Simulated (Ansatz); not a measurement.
## Deforming CaSe

```
CELL_PARAMETERS angstrom
0.00000 2.95600 2.95600
2.95600 0.00000 2.95600
2.95600 2.95600 0.00000
ATOMIC_POSITIONS crystal
Ca 0.00000 0.00000 0.00000
Se 0.50000 0.50000 0.50000
```

Atom numbers follow the list: Ca1, Se2.

The cell is COD entry 1010880, as deposited and not checked against the literature; nothing was relaxed. It is an old determination, and later ones may differ.

Theory: DFT, PBE, all-electron PAW with datasets made for the crystal, scalar-relativistic in Ansatz 0.2.0.

Numerical set-up: a Γ-centred 7×7×7 k mesh, Fermi–Dirac smearing of 0.02 eV, cutoff 220 eV (chosen by the program for this cell), no spin polarisation.

The unchanged cell is at 1.17 GPa.

Semilocal functionals give too small gaps.

x, y and z are the Cartesian axes of the cell as listed; fractional coordinates follow a strain, and an engineering shear is twice the off-diagonal strain component.

Vzz stands for the principal value of largest size of the field-gradient tensor, whatever its axis.

With z strained by +3 % at fixed volume: energy change +10 meV/atom; stress change (xx, yy, zz, yz, xz, xy) 1.55, 1.55, -2.39, 0.00, 0.00, 0.00 GPa, compression positive; Vzz in 10²¹ V/m²: Ca1 0 → 1.39 (η = 0.00), Se2 0 → 2.61 (η = 0.00); gap on the k mesh 2.09 → 2.08 eV.

With equal xy, yz and zx engineering shear strains of -2 %: energy change +3 meV/atom; stress change (xx, yy, zz, yz, xz, xy) 0.00, 0.00, 0.00, 0.52, 0.52, 0.52 GPa, compression positive; Vzz in 10²¹ V/m²: Ca1 0 → 0.22 (η = 0.00), Se2 0 → -1.19 (η = 0.00); gap on the k mesh 2.09 → 1.98 eV.

With atom 1 (Ca) moved by (0.1414, 0.1414, 0.0000) Å: energy change +32 meV/atom; stress change (xx, yy, zz, yz, xz, xy) 1.16, 1.16, -0.18, 0.00, 0.00, -0.32 GPa, compression positive; change of the force on Ca1 (-0.453, -0.453, 0.000) eV/Å; Vzz in 10²¹ V/m²: Ca1 0 → -0.35 (η = 0.25), Se2 0 → 0.65 (η = 0.91); gap on the k mesh 2.09 → 2.23 eV.

Problem. What force constant does this one finite step give for Ca1 along its displacement (all its periodic images move with it)?

Solution. k = −ΔF·u/|u|² = 3.21 eV/Å², so the force pulls the atom back.
